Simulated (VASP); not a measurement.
GaN: single point with PBEsol

GaN, a slab with vacuum:

```
Ga N
1.0
     3.18023    0.00000    0.00000
     0.00000    5.18322    0.00000
     0.00000    0.00000   18.67222
Ga N
4 4
Direct
  0.00000 0.97795 0.41942
  0.50000 0.50374 0.44002
  0.50000 0.00374 0.55998
  0.00000 0.47795 0.58058
  0.00000 0.63294 0.40254
  0.50000 0.13536 0.44922
  0.50000 0.63536 0.55078
  0.00000 0.13294 0.59746
```

```
Program             : VASP 6.6.1
Task                : single point
Functional          : PBEsol
Potentials or basis : VASP PAW PBE potentials, release 64 (Ga_d, N)
Cutoff              : 520 eV
k mesh              : 8 × 5 × 1
Occupations         : gaussian, width 0.03 eV
Spin                : no spin polarisation
```

```
Largest force                          : 0.017 eV/Å
Band gap on the k mesh                 : 1.93 eV, indirect (least direct gap 1.99 eV)
Ionisation potential of the upper face : 5.80 eV
```

Forces on the atoms (eV/Å):
```
Ga   0.000  0.010  0.005
Ga   0.000  0.008 -0.008
Ga   0.000  0.008  0.008
Ga   0.000  0.010 -0.005
N    0.000 -0.002  0.006
N    0.000 -0.016  0.004
N    0.000 -0.016 -0.004
N    0.000 -0.002 -0.006
```

Levels at points of the mesh, in eV from the valence-band top:
```
           k point  band 34  band 35  band 36  band 37  band 38  band 39
(0.00, 0.00, 0.00)    -0.35    -0.19    -0.05     1.93     3.49     5.16
(0.50, 0.00, 0.00)    -0.97    -0.65    -0.39     3.66     4.13     5.72
```

Core levels (eV, on the scale of the bands):
| atom | levels |
| --- | --- |
| 1 Ga | 1s -10225.3, 2s -1258.8, 2p -1095.2, 3s -144.9, 3p -95.7 |
| 2 Ga | 1s -10224.7, 2s -1258.1, 2p -1094.6, 3s -144.3, 3p -95.1 |
| 3 Ga | 1s -10224.7, 2s -1258.1, 2p -1094.6, 3s -144.3, 3p -95.1 |
| 4 Ga | 1s -10225.3, 2s -1258.8, 2p -1095.2, 3s -144.9, 3p -95.7 |
| 5 N | 1s -377.5 |
| 6 N | 1s -378.4 |

It took 85 s on 4 MPI ranks on Intel(R) Xeon(R) 6975P-C (Granite Rapids) (shared host), peak memory 0.43 GiB a rank.

Caveat: the PAW data sets were made with another functional, which shifts forces and pressure a little. A hybrid or GW would open this gap; PBEsol tends to underestimate it.
